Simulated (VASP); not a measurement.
# Si2Mo in VASP: further runs

One slab, Si2Mo, is run at these levels: LDA, PBE; tasks: relaxation of the atoms.

Program: VASP 6.6.1. These are calculated values, not measurements. Logs are shortened: lines on timing, memory, paths and dates and some standing lists are left out, and cuts for length are marked.

### Step 1. Starting point

The cell holds a slab with vacuum, 9 atoms: a = 3.200 Å, b = 3.200 Å, c = 25.487 Å, α = 90.00°, β = 90.00°, γ = 90.00°.

### Step 2. Relaxation of the atoms, LDA

Contents of INCAR:

```
SYSTEM = Si2Mo
PREC = Accurate
ENCUT = 520
EDIFF = 1E-6
ISMEAR = -1
SIGMA = 0.05
LREAL = .FALSE.
LASPH = .TRUE.
NELM = 60
ALGO = Normal
ISIF = 2
LWAVE = .FALSE.
LCHARG = .FALSE.
LDIPOL = .TRUE.
IDIPOL = 3
DIPOL = 0.5 0.5 0.500
IBRION = 2
NSW = 40
EDIFFG = -0.01
```

Contents of KPOINTS:

```
regular mesh
0
G
  6 6 1
  0 0 0
```

Contents of POSCAR:

```
Si2Mo
1.0
    3.2000000000      0.0000000000      0.0000000000
    0.0000000000      3.2000000000      0.0000000000
    0.0000000000      0.0000000000     25.4865740000
Si Mo
6 3
Selective dynamics
Direct
    0.0000000000      0.0000000000      0.2942725845  F F F
    0.0000000000      0.0000000000      0.3972905107  F F F
    0.5000000000      0.5000000000      0.4484910369  F F F
    0.5000000000      0.5000000000      0.5515089631  T T T
    0.0000000000      0.0000000000      0.6027094893  T T T
    0.0000000000      0.0000000000      0.7057274155  T T T
    0.5000000000      0.5000000000      0.3457815476  F F F
    0.0000000000      0.0000000000      0.5000000000  T T T
    0.5000000000      0.5000000000      0.6542184524  T T T
```

Potentials or basis: VASP PAW LDA potentials, release 64 (Si, Mo_sv).

On the command line:

```console
$ cat potpaw_LDA.64/Si/POTCAR potpaw_LDA.64/Mo_sv/POTCAR > POTCAR
$ mpirun -np 1 vasp_std > vasp.out
```

OUTCAR:

```text
SYSTEM = Si2Mo
   PREC = Accurate
   ENCUT = 520
   EDIFF = 1E-6
   ISMEAR = -1
   LREAL = .FALSE.
   LASPH = .TRUE.
   NELM = 60
   ISIF = 2
   IBRION = 2
   NSW = 40
   EDIFFG = -0.01

 ion  position               nearest neighbor table
   1  0.000  0.000  0.294-   7 2.62   7 2.62   7 2.62   7 2.62   2 2.63
   2  0.000  0.000  0.397-   3 2.61   3 2.61   3 2.61   3 2.61   7 2.62   7 2.62   7 2.62   7 2.62
                             8 2.62   1 2.63
   3  0.500  0.500  0.448-   2 2.61   2 2.61   2 2.61   2 2.61   8 2.62   8 2.62   8 2.62   8 2.62
                             7 2.62   4 2.63
   4  0.500  0.500  0.552-   5 2.61   5 2.61   5 2.61   5 2.61   8 2.62   8 2.62   8 2.62   8 2.62
                             9 2.62   3 2.63
   5  0.000  0.000  0.603-   4 2.61   4 2.61   4 2.61   4 2.61   9 2.62   9 2.62   9 2.62   9 2.62
                             8 2.62   6 2.63
   6  0.000  0.000  0.706-   9 2.62   9 2.62   9 2.62   9 2.62   5 2.63
   7  0.500  0.500  0.346-   1 2.62   1 2.62   1 2.62   1 2.62   2 2.62   2 2.62   2 2.62   2 2.62
                             3 2.62
   8  0.000  0.000  0.500-   3 2.62   4 2.62   3 2.62   4 2.62   3 2.62   4 2.62   3 2.62   4 2.62
                             2 2.62   5 2.62
   9  0.500  0.500  0.654-   6 2.62   6 2.62   6 2.62   6 2.62   5 2.62   5 2.62   5 2.62   5 2.62
                             4 2.62

  LATTYP: Found a simple tetragonal cell.
 ALAT       =     3.2000000000
 C/A-ratio  =     7.9645543750

  Lattice vectors:

 A1 = (   3.2000000000,   0.0000000000,   0.0000000000)
 A2 = (   0.0000000000,   3.2000000000,   0.0000000000)
 A3 = (   0.0000000000,   0.0000000000,  25.4865740000)

Analysis of symmetry for initial positions (statically):
=====================================================================
 Subroutine PRICEL returns:
 Original cell was already a primitive cell.

 Routine SETGRP: Setting up the symmetry group for a
 simple tetragonal supercell.

 Subroutine GETGRP returns: Found 16 space group operations
 (whereof 16 operations were pure point group operations)
 out of a pool of 16 trial point group operations.

The static configuration has the point symmetry D_4h.

Analysis of symmetry for dynamics (positions and initial velocities):
=====================================================================
 Subroutine PRICEL returns:
 Original cell was already a primitive cell.

 Routine SETGRP: Setting up the symmetry group for a
 simple tetragonal supercell.

 Subroutine GETGRP returns: Found 16 space group operations
 (whereof 16 operations were pure point group operations)
 out of a pool of 16 trial point group operations.

The dynamic configuration has the point symmetry D_4h.

Analysis of constrained symmetry for selective dynamics:
=====================================================================
 Subroutine PRICEL returns:
 Original cell was already a primitive cell.

 Routine SETGRP: Setting up the symmetry group for a
 simple tetragonal supercell.

 Subroutine GETGRP returns: Found  8 space group operations
 (whereof  8 operations were pure point group operations)
 out of a pool of 16 trial point group operations.

The constrained configuration has the point symmetry C_4v.

 Subroutine INISYM returns: Found  8 space group operations
 (whereof  8 operations are pure point group operations),
 and found     1 'primitive' translations

----------------------------------------------------------------------------------------

                                     Primitive cell

  volume of cell :     260.9825

  direct lattice vectors                    reciprocal lattice vectors
     3.200000000  0.000000000  0.000000000     0.312500000  0.000000000  0.000000000
     0.000000000  3.200000000  0.000000000     0.000000000  0.312500000  0.000000000
     0.000000000  0.000000000 25.486574000     0.000000000  0.000000000  0.039236345

[... 74 lines left out ...]
   ISTART =      0    job   : 0-new  1-cont  2-samecut
   ICHARG =      2    charge: 1-file 2-atom 10-const
   ISPIN  =      1    spin polarized calculation?
   LNONCOLLINEAR =      F non collinear calculations
   LSORBIT =      F    spin-orbit coupling
   LASPH  =      T    aspherical Exc in radial PAW
   ENCUT  =  520.0 eV  38.22 Ry    6.18 a.u.   5.95  5.95 47.39*2*pi/ulx,y,z
   NELM   =     60;   NELMIN=  2; NELMDL= -5     # of ELM steps
   EDIFF  = 0.1E-05   stopping-criterion for ELM
   LREAL  =      F    real-space projection
   EDIFFG = -.1E-01   stopping-criterion for IOM
   NSW    =     40    number of steps for IOM
   IBRION =      2    ionic relax: 0-MD 1-quasi-New 2-CG
   NFREE  =      1    steps in history (QN), initial steepest desc. (CG)
   ISIF   =      2    stress and relaxation
   ISYM   =      2    0-nonsym 1-usesym 2-fastsym
   POTIM  = 0.5000    time-step for ionic-motion
   TEBEG  =    0.0;   TEEND  =   0.0 temperature during run
   PSTRESS=    0.0 pullay stress
   NELECT =      66.0000    total number of electrons
   NUPDOWN=      -1.0000    fix difference up-down
   EMIN   =  10.00;   EMAX   =-10.00  energy-range for DOS
   EFERMI =   0.00;   METHOD = LEGACY
   ISMEAR =    -1;   SIGMA  =   0.05  broadening in eV -4-tet -1-fermi 0-gaus
   EFERMI_NEDOS =   21; number of points for ismear=-14 and -15
   IALGO  =     38    algorithm
   IMIX   =      4    mixing-type and parameters
     AMIX     =   0.40;   BMIX     =  1.00
     AMIX_MAG =   1.60;   BMIX_MAG =  1.00
  volume/ion in A,a.u.               =      29.00       195.69
  Fermi-wavevector in a.u.,A,eV,Ry     =   1.035267  1.956371 14.582419  1.071778
  Thomas-Fermi vector in A             =   2.169602
   LORBIT       =      0    0 simple, 1 ext, 2 COOP (PROOUT), +10 PAW based schemes
   GGA     = CA    functional components
   LHFCALC =     F    Hartree Fock is set to
   AEXX    =    0.0000 exact exchange contribution
   IVDW    =     0    specifies the selected vdW correction
   LEPSILON=     F    determine dielectric tensor
   LRPA    =     F    only Hartree local field effects (RPA)
 conjugate gradient relaxation of ions
 non-spin polarized calculation
  energy-cutoff  :      520.00
  volume of cell :      260.98
 maximum number of plane-waves:      7080
 NGX is ok and might be reduce to    24
   NGX = 11   NGY = 11   NGZ = 95

--------------------------------------- Ionic step        1  -------------------------------------------

 number of electron      66.0000012 magnetization

 Free energy of the ion-electron system (eV)
  ---------------------------------------------------
  ext. energy  EPLUGINS =         0.00000000
  ---------------------------------------------------
  free energy    TOTEN  =       -73.88259955 eV

  energy without entropy =      -73.84243765  energy(sigma->0) =      -73.86251860

------------------------ aborting loop because EDIFF is reached ----------------------------------------

  FORCE on cell =-STRESS in cart. coord.  units (eV):
  Direction    XX          YY          ZZ          XY          YZ          ZX
  --------------------------------------------------------------------------------------
  -------------------------------------------------------------------------------------
  Total       -5.5436345     -5.5436345     -8.2757530      0.0000000      0.0000000      0.0000000
  in kB      -34.0324924    -34.0324924    -50.8050272      0.0000000      0.0000000      0.0000000
  external PRESSURE =     -39.6233374 kB  Pullay stress =       0.0000000 kB
[... 110 lines left out ...]
  FREE ENERGIE OF THE ION-ELECTRON SYSTEM (eV)
  ---------------------------------------------------
  free  energy   TOTEN  =       -73.9440477425 eV

  energy  without entropy=      -73.9041155256  energy(sigma->0) =      -73.92408163

 dipolmoment           0.000000      0.000000      0.003887 electrons x Angstroem

[... ionic steps 4 to 8 ...]

--------------------------------------- Ionic step        9  -------------------------------------------

 number of electron      66.0000008 magnetization

------------------------ aborting loop because EDIFF is reached ----------------------------------------
[... 40 lines left out ...]
 number of electron      66.0000009 magnetization

------------------------ aborting loop because EDIFF is reached ----------------------------------------

 vacuum level on the upper side and lower side of the slab       (xc-potential included)        -0.024         0.009

  FORCE on cell =-STRESS in cart. coord.  units (eV):
  Direction    XX          YY          ZZ          XY          YZ          ZX
  --------------------------------------------------------------------------------------
  -------------------------------------------------------------------------------------
  Total       -4.0850121     -4.0850121     -3.3263448      0.0000000      0.0000000      0.0000000
  in kB      -25.0779780    -25.0779780    -20.4205030      0.0000000      0.0000000      0.0000000
  external PRESSURE =     -23.5254864 kB  Pullay stress =       0.0000000 kB
[... 30 lines left out ...]
--------------------------------------- Ionic step       11  -------------------------------------------

 number of electron      66.0000009 magnetization

 dipolmoment           0.000000      0.000000     -0.001854 electrons x Angstroem

 Free energy of the ion-electron system (eV)
  ---------------------------------------------------
  ext. energy  EPLUGINS =         0.00000000
  ---------------------------------------------------
  free energy    TOTEN  =       -73.98282827 eV

  energy without entropy =      -73.94696531  energy(sigma->0) =      -73.96489679

 E-fermi :   3.0755     XC(G=0):  -6.6123

 val. band max:        3.0640598479   @ k =   0.5000   0.1667   0.0000
 cond. band min:       3.0819898221   @ k =   0.5000   0.0000   0.0000
 fundamental gap:      0.0179299742
 Fermi energy:         3.0754620835

 k-point     1 :       0.0000    0.0000    0.0000
  band No.  band energies     occupation
      1     -57.1372      2.00000
      2     -57.0778      2.00000
      3     -57.0628      2.00000
      4     -31.4509      2.00000
      5     -31.4363      2.00000
      6     -31.4336      2.00000
[... 409 lines left out ...]
     38       5.5349      0.00000
     39       5.6345      0.00000

------------------------ aborting loop because EDIFF is reached ----------------------------------------

 vacuum level on the upper side and lower side of the slab       (xc-potential included)        -0.029        -0.003

  FORCE on cell =-STRESS in cart. coord.  units (eV):
  Direction    XX          YY          ZZ          XY          YZ          ZX
  --------------------------------------------------------------------------------------
  -------------------------------------------------------------------------------------
  Total       -4.0899247     -4.0899247     -3.3181538      0.0000000      0.0000000     -0.0000000
  in kB      -25.1081366    -25.1081366    -20.3702178      0.0000000      0.0000000     -0.0000000
  external PRESSURE =     -23.5288304 kB  Pullay stress =       0.0000000 kB
[... 24 lines left out ...]
  FREE ENERGIE OF THE ION-ELECTRON SYSTEM (eV)
  ---------------------------------------------------
  free  energy   TOTEN  =       -73.9828282662 eV

  energy  without entropy=      -73.9469653062  energy(sigma->0) =      -73.96489679

 reached required accuracy - stopping structural energy minimisation

 vacuum level on the upper side and lower side of the slab         7.742         7.772
```

Run time: 6.9 min. Hardware: 1 thread of Intel Xeon 6975P-C (Granite Rapids), shared host; peak memory 0.3 GiB.

What came out:

```yaml
Free_energy: -73.9828 eV
Energy_gained_by_relaxing: 11.1 meV/atom
Ionic_steps: 11
Band_gap_on_the_k_mesh: none (metal or under the smearing width)
```

Step by step:
```tsv
step	energy change (eV)	largest force (eV/Å)	pressure (GPa)
1	0.0000	1.0696	-3.96
2	-0.0553	1.0798	-3.60
3	-0.0614	1.0843	-3.41
4	-0.0711	1.0806	-3.31
5	-0.0794	1.0699	-3.05
6	-0.0877	1.0818	-2.90
7	-0.0925	1.1010	-2.64
8	-0.0989	1.1036	-2.47
9	-0.1000	1.1056	-2.35
10	-0.1002	1.1048	-2.35
11	-0.1002	1.1047	-2.35
```

Final structure:
```
Si Mo
1.0
     3.20000    0.00000    0.00000
     0.00000    3.20000    0.00000
     0.00000    0.00000   25.48657
Si Mo
6 3
Direct
  0.00000 0.00000 0.29427
  0.00000 0.00000 0.39729
  0.50000 0.50000 0.44849
  0.50000 0.50000 0.54969
  0.00000 0.00000 0.60026
  0.00000 0.00000 0.69748
  0.50000 0.50000 0.34578
  0.00000 0.00000 0.49896
  0.50000 0.50000 0.65028
```

### Step 3. Relaxation of the atoms, PBE

Changes to INCAR since step 2:

```diff
@@ -16,2 +16,3 @@
 DIPOL = 0.5 0.5 0.500
+GGA = PE
 IBRION = 2
```

KPOINTS is that of step 2.

POSCAR is that of step 2.

Potentials or basis: VASP PAW PBE potentials, release 64 (Si, Mo_sv).

On the command line:

```console
$ cat potpaw_PBE.64/Si/POTCAR potpaw_PBE.64/Mo_sv/POTCAR > POTCAR
$ mpirun -np 1 vasp_std > vasp.out
```

Wall time 6.4 min (1 thread of Intel Xeon 6975P-C (Granite Rapids), shared host); peak memory 0.37 GiB.

Results (log left out):

```yaml
Free_energy: -66.7808 eV
Energy_gained_by_relaxing: 3.5 meV/atom
Ionic_steps: 12
Band_gap_on_the_k_mesh: none (metal or under the smearing width)
```

The path:
```tsv
step	energy change (eV)	largest force (eV/Å)	pressure (GPa)
1	0.0000	0.6512	-0.43
2	-0.0261	0.6514	-0.22
3	-0.0279	0.6535	-0.14
4	-0.0300	0.6494	-0.11
5	-0.0304	0.6461	-0.10
6	-0.0307	0.6481	-0.08
7	-0.0307	0.6486	-0.08
8	-0.0308	0.6491	-0.06
9	-0.0311	0.6502	0.00
10	-0.0312	0.6512	0.02
11	-0.0312	0.6516	0.04
12	-0.0312	0.6516	0.05
```

Final structure:
```
Si Mo
1.0
     3.20000    0.00000    0.00000
     0.00000    3.20000    0.00000
     0.00000    0.00000   25.48657
Si Mo
6 3
Cartesian
  0.0000 0.0000 7.5000
  0.0000 0.0000 10.1256
  1.6000 1.6000 11.4305
  1.6000 1.6000 14.0605
  0.0000 0.0000 15.3822
  0.0000 3.2000 17.9151
  1.6000 1.6000 8.8128
  0.0000 0.0000 12.7493
  1.6000 1.6000 16.6669
```

Levels at points of the mesh, in eV from the Fermi level:
| k point | band 30 | band 31 | band 32 | band 33 | band 34 | band 35 | band 36 | band 37 |
| --- | --- | --- | --- | --- | --- | --- | --- | --- |
| (0.00, 0.00, 0.00) | -0.51 | 0.57 | 0.72 | 0.80 | 0.80 | 0.80 | 0.96 | 1.20 |
| (0.50, 0.00, 0.00) | -1.74 | -0.35 | -0.26 | -0.22 | -0.07 | -0.06 | 2.36 | 2.41 |
| (0.50, 0.50, 0.00) | -1.90 | -1.24 | -1.24 | -1.22 | 0.17 | 1.42 | 2.09 | 2.50 |
